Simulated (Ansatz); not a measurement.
# Y (omega type): the cost of one run

Method: DFT PBE, with the methods named in each step, in Ansatz 0.2.0.

## 1. The starting structure

It takes space group P6/mmm (No. 191, hexagonal). The conventional cell has a = 5.648 Å, b = 5.648 Å, c = 3.529 Å, α = 90.00°, β = 90.00°, γ = 120.00°. Y (site symmetry 6/mmm) is surrounded by 14 Y at 3.53 to 3.71 Å. Y (site symmetry -6m2) is surrounded by 11 Y at 3.26 to 3.71 Å.

Structure file:

```
Y
1.0
     5.64788    0.00000    0.00000
    -2.82394    4.89121    0.00000
     0.00000    0.00000    3.52850
Y
3
Direct
  0.00000 0.00000 0.00000
  0.33333 0.66667 0.50000
  0.66667 0.33333 0.50000
```

Whether this phase is the stable one at these pressures isn't tested.

Atoms are numbered in the order of the input: Y1, Y2, Y3.

## 2. The reference volume, LAPW

The input, input.yaml:

```yaml
crystal:
  lattice:
    - [5.6478771926, 0.0, 0.0]
    - [-2.8239385963, 4.8912051262, 0.0]
    - [0.0, 0.0, 3.5285048655]
  atoms:
    - { symbol: "Y", position: [0.0, 0.0, 0.0] }
    - { symbol: "Y", position: [0.3333333333, 0.6666666667, 0.5] }
    - { symbol: "Y", position: [0.6666666667, 0.3333333333, 0.5] }
kpoints:
  mp_grid: { grid: [6, 6, 9] }
  band_path:
    path:
      - [0.0, 0.0, 0.0]
      - [0.5, 0.0, 0.0]
      - [0.3333333333, 0.3333333333, 0.0]
      - [0.0, 0.0, 0.0]
      - [0.0, 0.0, 0.5]
      - [0.5, 0.0, 0.5]
      - [0.3333333333, 0.3333333333, 0.5]
      - [0.0, 0.0, 0.5]
      - [0.5, 0.0, 0.5]
    npoints: 14
scf:
  occupations: { method: fermi_dirac, width: 0.08 }
hamiltonian:
  xc: pbe
  pseudopotentials: { kind: all_electron, lapw: { basis_error: 0.001 } }
output:
  forces: true
  stress: true
  eigenvalues: true
  populations: true
  dos: { projected: true, de: 0.2, e_range: [-14, 8] }
```

Command:

```sh
$ ansatz run input.yaml --threads 1 --pin off --max-ram 3072MiB --backend cpu --events-out ev --progress --plain --runs-dir out
```

Q: Estimate wall time and peak memory on 1 thread of Arm Neoverse V1, shared host.

About 31 s, with a peak of 0.32 GiB.
